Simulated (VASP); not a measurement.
Input of a VASP 6.6.1 run:

File INCAR:

```
SYSTEM = W
ALGO     = Fast           ! electronic algorithm
EDIFF    = 1E-8           ! SCF threshold, eV
ENCUT    = 350            ! plane-wave cutoff, eV
GGA      = PE             ! functional
IBRION   = 6              ! ionic algorithm
ISIF     = 3              ! what is computed and relaxed
ISMEAR   = 0              ! smearing method
LASPH    = .True.         ! aspherical terms in the spheres
LCHARG   = .False.        ! write CHGCAR
LREAL    = .False.        ! projectors in reciprocal space
LWAVE    = .False.        ! write WAVECAR
NBANDS   = 13             ! bands
NELM     = 80             ! most SCF steps
NFREE    = 2            
NSW      = 1              ! ionic steps
POTIM    = 0.015          ! step
PREC     = Accurate       ! precision mode
SIGMA    = 0.1            ! smearing width, eV
```

The input KPOINTS:

```
k-points
0
Gamma
  18 18 18
  0 0 0
```

Contents of POSCAR:

```
W                                       
1.0
   -1.5920577161      1.5920577161      1.5920577161
    1.5920577161     -1.5920577161      1.5920577161
    1.5920577161      1.5920577161     -1.5920577161
  W             
     1
Direct
     0.0000000000000000    0.0000000000000000    0.0000000000000000
```

Potentials or basis: VASP PAW PBE potentials, release 64 (W_sv).

Command:

```bash
$ cat potpaw_PBE.64/W_sv/POTCAR > POTCAR
$ mpirun -np 1 vasp_std > vasp.out
```

Q: Estimate the Voigt bulk modulus.

A: 310 GPa.

Q: Predict the elastic constants C11, C12, C44.

A: 495, 217, 141 GPa.

Clamped-ion elastic tensor (GPa):
```
495 217 217   0   0   0
217 495 217   0   0   0
217 217 495   0   0   0
  0   0   0 141   0   0
  0   0   0   0 141   0
  0   0   0   0   0 141
```

Caveat: elastic constants of metals need much finer meshes, so these are rough. Spin-orbit coupling is left out, which matters for the levels of W.
